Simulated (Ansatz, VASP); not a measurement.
# Fe3Ge in VASP and in Ansatz

The input INCAR:

```
SYSTEM = Fe3Ge
ALGO     = Normal         ! electronic algorithm
EDIFF    = 1E-6           ! SCF threshold, eV
ENCUT    = 520            ! plane-wave cutoff, eV
GGA      = PS             ! functional
ISIF     = 2              ! what is computed and relaxed
ISMEAR   = -1             ! smearing method
LASPH    = .True.         ! aspherical terms in the spheres
LCHARG   = .False.        ! write CHGCAR
LREAL    = .False.        ! projectors in reciprocal space
LWAVE    = .False.        ! write WAVECAR
NBANDS   = 27             ! bands
NELM     = 100            ! most SCF steps
PREC     = Accurate       ! precision mode
SIGMA    = 0.03           ! smearing width, eV
```

File KPOINTS:

```
k-points
0
Gamma
  9 9 9
  0 0 0
```

The input POSCAR:

```
Fe3Ge
1.0
    3.7786618994      0.0000000000      0.0000000000
    0.0000000000      3.7786618994      0.0000000000
    0.0000000000      0.0000000000      3.7786618994
Fe Ge
3 1
Direct
    0.0000000000      0.5000000000      0.5000000000
    0.5000000000      0.5000000000      0.0000000000
    0.5000000000      0.0000000000      0.5000000000
    0.0000000000      0.0000000000      0.0000000000
```

Input for Ansatz:

```yaml
crystal:
  lattice:
    - [3.7786618994, 0.0, 0.0]
    - [0.0, 3.7786618994, 0.0]
    - [0.0, 0.0, 3.7786618994]
  atoms:
    - { symbol: Fe, position: [0.0, 0.5, 0.5] }
    - { symbol: Fe, position: [0.5, 0.5, 0.0] }
    - { symbol: Fe, position: [0.5, 0.0, 0.5] }
    - { symbol: Ge, position: [0.0, 0.0, 0.0] }
kpoints:
  mp_grid: { grid: [9, 9, 9] }
scf:
  occupations: { method: fermi_dirac, width: 0.03 }
  lower_state_search: "off"
hamiltonian:
  xc: pbesol
  pseudopotentials: { kind: paw }
output:
  forces: true
  stress: true
  eigenvalues: true
```

Change from the starting cell: volume scaled by 1.1, no spin polarisation, PAW files.

Alike in both runs: task single point; functional PBEsol; k mesh 9 × 9 × 9; occupations fermi-dirac, width 0.03 eV; no spin polarisation.

```csv
,VASP,Ansatz
version,VASP 6.6.1,Ansatz 0.2.0
potentials or method,"VASP PAW PBE potentials, release 64 (Fe, Ge_d)","PAW with Ansatz's default frozen-core files, scalar-relativistic"
plane-wave cutoff (eV),520,420
valence electrons in the cell,38,62
```

```tsv
	VASP	Ansatz	Ansatz less VASP
pressure (GPa)	-34.3	-34.6	-0.28
```

The functional is the same, so the differences come from potentials, cutoffs and numerics. The two sets of potentials don't hold the same shells in valence.

Caveats: the cell as given lies far from equilibrium; so large a pressure means that the cell lies far from this level's equilibrium, or that cutoff or potentials fall short (VASP); the potentials were made for another functional, which shifts forces and pressure (VASP). Spin polarisation is off, so any magnetic state and its effect on volume and gap are missing.
